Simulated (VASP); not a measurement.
# Ge (I4_1/amd) in VASP: further runs

The runs below take Ge through relaxation of cell and atoms, with LDA, PBEsol.

Everything below comes from runs of VASP 6.6.1. Logs are shortened: lines on timing, memory, paths and dates and some standing lists are left out, and cuts for length are marked.

**1. The structure**

Symmetry: I4_1/amd, No. 141, tetragonal system. The conventional cell has a = 5.149 Å, b = 5.149 Å, c = 2.795 Å, α = 90.00°, β = 90.00°, γ = 90.00°. Around Ge (site symmetry -4m2) lie 6 Ge at 2.67 to 2.79 Å.

This isn't the form of Ge at room conditions, which is diamond.

**2. Relaxation of cell and atoms, LDA, target pressure 9.8 GPa, at which the enthalpy is minimised**

Input file INCAR:

```
SYSTEM = Ge
  PREC = Accurate
  ENCUT = 600
  EDIFF = 1E-6
  ISMEAR = 0
  SIGMA = 0.03
  LREAL = .FALSE.
  LASPH = .TRUE.
  NELM = 80
  ALGO = Normal
  ISIF = 3
  LWAVE = .FALSE.
  LCHARG = .FALSE.
  IBRION = 2
  NSW = 90
  EDIFFG = -0.01
  PSTRESS = 98.0
```

Input file KPOINTS:

```
regular mesh
0
G
  14 14 14
  0 0 0
```

Input file POSCAR:

```
Ge
1.0
   -2.5744897190      2.5744897190      1.3974126432
    2.5744897190     -2.5744897190      1.3974126432
    2.5744897190      2.5744897190     -1.3974126432
Ge
2
Direct
    0.2500000000      0.7500000000      0.5000000000
    0.5000000000      0.5000000000      0.0000000000
```

Potentials or basis: VASP PAW LDA potentials, release 64 (Ge_d).

Command:

```sh
> cat potpaw_LDA.64/Ge_d/POTCAR > POTCAR
> mpirun -np 1 vasp_std > vasp.out
```

OUTCAR:

```text
SYSTEM = Ge
   PREC = Accurate
   ENCUT = 600
   EDIFF = 1E-6
   ISMEAR = 0
   LREAL = .FALSE.
   LASPH = .TRUE.
   NELM = 80
   ISIF = 3
   IBRION = 2
   NSW = 90
   EDIFFG = -0.01
   PSTRESS = 98.0

 ion  position               nearest neighbor table
   1  0.250  0.750  0.500-   2 2.67   2 2.67   2 2.67   2 2.67
   2  0.500  0.500  0.000-   1 2.67   1 2.67   1 2.67   1 2.67

  LATTYP: Found a body centered tetragonal cell.
 ALAT       =     5.1489794380
 C/A-ratio  =     0.5427920853

  Lattice vectors:

 A1 = (  -2.5744897190,   2.5744897190,   1.3974126432)
 A2 = (   2.5744897190,  -2.5744897190,   1.3974126432)
 A3 = (   2.5744897190,   2.5744897190,  -1.3974126432)

Analysis of symmetry for initial positions (statically):
=====================================================================
 Subroutine PRICEL returns:
 Original cell was already a primitive cell.

 Routine SETGRP: Setting up the symmetry group for a
 body centered tetragonal supercell.

 Subroutine GETGRP returns: Found 16 space group operations
 (whereof  8 operations were pure point group operations)
 out of a pool of 16 trial point group operations.

The static configuration has the point symmetry D_2d.
 The point group associated with its full space group is D_4h.

Analysis of symmetry for dynamics (positions and initial velocities):
=====================================================================
 Subroutine PRICEL returns:
 Original cell was already a primitive cell.

 Routine SETGRP: Setting up the symmetry group for a
 body centered tetragonal supercell.

 Subroutine GETGRP returns: Found 16 space group operations
 (whereof  8 operations were pure point group operations)
 out of a pool of 16 trial point group operations.

The dynamic configuration has the point symmetry D_2d.
 The point group associated with its full space group is D_4h.

 Subroutine INISYM returns: Found 16 space group operations
 (whereof  8 operations are pure point group operations),
 and found     1 'primitive' translations

----------------------------------------------------------------------------------------

                                     Primitive cell

  volume of cell :      37.0482

  direct lattice vectors                    reciprocal lattice vectors
    -2.574489719  2.574489719  1.397412643     0.000000000  0.194213244  0.357804119
     2.574489719 -2.574489719  1.397412643     0.194213244  0.000000000  0.357804119
     2.574489719  2.574489719 -1.397412643     0.194213244  0.194213244  0.000000000

  length of vectors
     3.899840602  3.899840602  3.899840602     0.407114937  0.407114937  0.274659004

  position of ions in fractional coordinates (direct lattice)
     0.250000000  0.750000000  0.500000000
     0.500000000  0.500000000  0.000000000

  ion indices of the primitive-cell ions
   primitive index   ion index
                 1           1
                 2           2

----------------------------------------------------------------------------------------

 KPOINTS: regular mesh

Automatic generation of k-mesh.
 Grid dimensions read from file:
 generate k-points for:   14   14   14

 Generating k-lattice:

  Cartesian coordinates                     Fractional coordinates (reciprocal lattice)
     0.000000000  0.013872375  0.025557437     0.071428571  0.000000000  0.000000000
     0.013872375  0.000000000  0.025557437     0.000000000  0.071428571  0.000000000
     0.013872375  0.013872375  0.000000000     0.000000000  0.000000000  0.071428571

  Length of vectors
     0.029079638  0.029079638  0.019618500

  Shift w.r.t. Gamma in fractional coordinates (k-lattice)
     0.000000000  0.000000000  0.000000000

 Subroutine IBZKPT returns following result:
 ===========================================

 Found    244 irreducible k-points:

 Following reciprocal coordinates:
            Coordinates               Weight
  0.000000  0.000000  0.000000      1.000000
  0.071429  0.000000  0.000000      8.000000
  0.142857  0.000000  0.000000      8.000000
  0.214286  0.000000 -0.000000      8.000000
  0.285714  0.000000 -0.000000      8.000000
  0.357143 -0.000000  0.000000      8.000000
[... 16 lines left out ...]
  0.214286  0.142857  0.000000     16.000000
  0.285714  0.142857  0.000000     16.000000
 [... further k-points ...]
   k-points           NKPTS =    244   k-points in BZ     NKDIM =    244   number of bands    NBANDS=     18
   number of dos      NEDOS =    301   number of ions     NIONS =      2
   total plane-waves  NPLWV =  32768
   dimension x,y,z NGX =    32 NGY =   32 NGZ =   32
   dimension x,y,z NGXF=    64 NGYF=   64 NGZF=   64
   ions per type =               2
   NGX,Y,Z   is equivalent  to a cutoff of  13.64, 13.64, 13.64 a.u.
   NGXF,Y,Z  is equivalent  to a cutoff of  27.28, 27.28, 27.28 a.u.
 SYSTEM =  Ge
   PREC   = accura    normal or accurate (medium, high low for compatibility)
   ISTART =      0    job   : 0-new  1-cont  2-samecut
   ICHARG =      2    charge: 1-file 2-atom 10-const
   ISPIN  =      1    spin polarized calculation?
   LNONCOLLINEAR =      F non collinear calculations
   LSORBIT =      F    spin-orbit coupling
   LASPH  =      T    aspherical Exc in radial PAW
   ENCUT  =  600.0 eV  44.10 Ry    6.64 a.u.   7.79  7.79  7.79*2*pi/ulx,y,z
   NELM   =     80;   NELMIN=  2; NELMDL= -5     # of ELM steps
   EDIFF  = 0.1E-05   stopping-criterion for ELM
   LREAL  =      F    real-space projection
   EDIFFG = -.1E-01   stopping-criterion for IOM
   NSW    =     90    number of steps for IOM
   IBRION =      2    ionic relax: 0-MD 1-quasi-New 2-CG
   NFREE  =      1    steps in history (QN), initial steepest desc. (CG)
   ISIF   =      3    stress and relaxation
   ISYM   =      2    0-nonsym 1-usesym 2-fastsym
   POTIM  = 0.5000    time-step for ionic-motion
   TEBEG  =    0.0;   TEEND  =   0.0 temperature during run
   PSTRESS=   98.0 pullay stress
   NELECT =      28.0000    total number of electrons
   NUPDOWN=      -1.0000    fix difference up-down
   EMIN   =  10.00;   EMAX   =-10.00  energy-range for DOS
   EFERMI =   0.00;   METHOD = LEGACY
   ISMEAR =     0;   SIGMA  =   0.03  broadening in eV -4-tet -1-fermi 0-gaus
   EFERMI_NEDOS =   21; number of points for ismear=-14 and -15
   IALGO  =     38    algorithm
   IMIX   =      4    mixing-type and parameters
     AMIX     =   0.40;   BMIX     =  1.00
     AMIX_MAG =   1.60;   BMIX_MAG =  1.00
  volume/ion in A,a.u.               =      18.52       125.01
  Fermi-wavevector in a.u.,A,eV,Ry     =   1.491209  2.817976 30.255333  2.223704
  Thomas-Fermi vector in A             =   2.603893
   LORBIT       =      0    0 simple, 1 ext, 2 COOP (PROOUT), +10 PAW based schemes
   GGA     = CA    functional components
   LHFCALC =     F    Hartree Fock is set to
   AEXX    =    0.0000 exact exchange contribution
   IVDW    =     0    specifies the selected vdW correction
   LEPSILON=     F    determine dielectric tensor
   LRPA    =     F    only Hartree local field effects (RPA)
 conjugate gradient relaxation of ions
 non-spin polarized calculation
 Gauss-broadening in eV      SIGMA  =   0.03
  energy-cutoff  :      600.00
  volume of cell :       37.05
 maximum number of plane-waves:      1258
   NGX = 15   NGY = 15   NGZ = 15

--------------------------------------- Ionic step        1  -------------------------------------------

 number of electron      28.0000000 magnetization

 Free energy of the ion-electron system (eV)
  ---------------------------------------------------
  ext. energy  EPLUGINS =         0.00000000
  ---------------------------------------------------
  free energy    TOTEN  =       -10.01257570 eV

  energy without entropy =      -10.01203383  energy(sigma->0) =      -10.01230476

------------------------ aborting loop because EDIFF is reached ----------------------------------------

  FORCE on cell =-STRESS in cart. coord.  units (eV):
  Direction    XX          YY          ZZ          XY          YZ          ZX
  --------------------------------------------------------------------------------------
  -------------------------------------------------------------------------------------
  Total       -0.7641942     -0.7641942     -0.2970804      0.0000000      0.0000000      0.0000000
  in kB      -33.0481639    -33.0481639    -12.8474695      0.0000000      0.0000000      0.0000000
  external PRESSURE =    -124.3145991 kB  Pullay stress =      98.0000000 kB
[... 93 lines left out ...]
  FREE ENERGIE OF THE ION-ELECTRON SYSTEM (eV)
  ---------------------------------------------------
  free  energy   TOTEN  =        -9.9353667139 eV

  energy  without entropy=       -9.9349570044  energy(sigma->0) =       -9.93516186

  enthalpy is  TOTEN    =        -7.9365055650 eV   P V=        1.9988611489

[... ionic steps 4 to 7 ...]

--------------------------------------- Ionic step        8  -------------------------------------------

 number of electron      28.0000010 magnetization

------------------------ aborting loop because EDIFF is reached ----------------------------------------

  FORCE on cell =-STRESS in cart. coord.  units (eV):
  Direction    XX          YY          ZZ          XY          YZ          ZX
  --------------------------------------------------------------------------------------
  -------------------------------------------------------------------------------------
  Total        2.0282769      2.0282769      2.0178490      0.0000000     -0.0000000      0.0000000
  in kB       99.6520103     99.6520103     99.1396740      0.0000000     -0.0000000      0.0000000
  external PRESSURE =       1.4812315 kB  Pullay stress =      98.0000000 kB
[... 61 lines left out ...]
  enthalpy is  TOTEN    =        -7.9390296291 eV   P V=        2.0001169549

--------------------------------------- Ionic step       10  -------------------------------------------

 number of electron      28.0000010 magnetization

 Free energy of the ion-electron system (eV)
  ---------------------------------------------------
  ext. energy  EPLUGINS =         0.00000000
  ---------------------------------------------------
  free energy    TOTEN  =        -9.93678252 eV

  energy without entropy =       -9.93639102  energy(sigma->0) =       -9.93658677

 E-fermi :   8.0050     XC(G=0): -12.2650

 val. band max:        8.0041922595   @ k =  -0.2857   0.5000   0.1429
 cond. band min:       8.0114567062   @ k =   0.4286   0.3571   0.0714
 fundamental gap:      0.0072644468
 Fermi energy:         8.0050134840

 k-point     1 :       0.0000    0.0000    0.0000
  band No.  band energies     occupation
      1     -17.0025      2.00000
      2     -16.9075      2.00000
      3     -16.9009      2.00000
      4     -16.8661      2.00000
      5     -16.7365      2.00000
      6     -16.7365      2.00000
[... 10 lines left out ...]
     17      16.6513      0.00000
     18      16.6513      0.00000
[... 466 lines left out ...]
      2     -16.8630      2.00000
      3     -16.8308      2.00000
      4     -16.8209      2.00000
      5     -16.7857      2.00000
      6     -16.7813      2.00000
[... 10 lines left out ...]
     17      11.3924      0.00000
     18      13.3853      0.00000

 [... further k-points ...]
[... 5 lines left out ...]
  --------------------------------------------------------------------------------------
  -------------------------------------------------------------------------------------
  Total        2.0065605      2.0065605      1.9992792      0.0000000     -0.0000000      0.0000000
  in kB       98.4333791     98.4333791     98.0761858      0.0000000     -0.0000000      0.0000000
  external PRESSURE =       0.3143146 kB  Pullay stress =      98.0000000 kB
[... 17 lines left out ...]
  FREE ENERGIE OF THE ION-ELECTRON SYSTEM (eV)
  ---------------------------------------------------
  free  energy   TOTEN  =        -9.9367825185 eV

  energy  without entropy=       -9.9363910216  energy(sigma->0) =       -9.93658677

  enthalpy is  TOTEN    =        -7.9390563973 eV   P V=        1.9977261211

 reached required accuracy - stopping structural energy minimisation
```

Run time: 10 min. Hardware: 1 thread of Intel Xeon 6975P-C (Granite Rapids), shared host; peak memory 0.33 GiB.

What came out:

```yaml
Free_energy: -9.9368 eV
Relaxed_volume: 16.33 Å³/atom
Relaxed_cell: a = 3.721 Å, b = 3.721 Å, c = 3.721 Å, α = 97.71°, β = 97.71°, γ = 137.04°
Space_group_after_relaxing_to_0.05_Å: I4_1/amd (No. 141)
Energy_change_on_relaxing_the_enthalpy_is_what_falls: +37.9 meV/atom
Ionic_steps: 10
Pressure_after_relaxing: 9.8 GPa
Band_gap_on_the_k_mesh: none (metal or under the smearing width)
```

The path:
| step | energy change (eV) | largest force (eV/Å) | pressure (GPa) | volume (Å³) |
| --- | --- | --- | --- | --- |
| 1 | 0.0000 | 0.0000 | -2.63 | 37.05 |
| 2 | 0.3573 | 0.0000 | 23.41 | 29.86 |
| 3 | 0.0772 | 0.0000 | 9.75 | 32.68 |
| 4 | 0.0823 | 0.0000 | 10.11 | 32.60 |
| 5 | 0.0807 | 0.0000 | 9.94 | 32.60 |
| 6 | 0.0793 | 0.0000 | 9.83 | 32.61 |
| 7 | 0.0789 | 0.0000 | 9.96 | 32.61 |
| 8 | 0.0789 | 0.0000 | 9.95 | 32.61 |
| 9 | 0.0734 | 0.0000 | 9.47 | 32.70 |
| 10 | 0.0758 | 0.0000 | 9.83 | 32.66 |

Final structure:
```
Ge
1.0
    -2.44805    2.44805    1.36245
     2.44805   -2.44805    1.36245
     2.44805    2.44805   -1.36245
Ge
2
Direct
  0.25000 0.75000 0.50000
  0.50000 0.50000 0.00000
```

Caveat: the cell is relaxed towards a set pressure, so the enthalpy falls and the energy may rise.

(Part 1 of 3 ends here.)
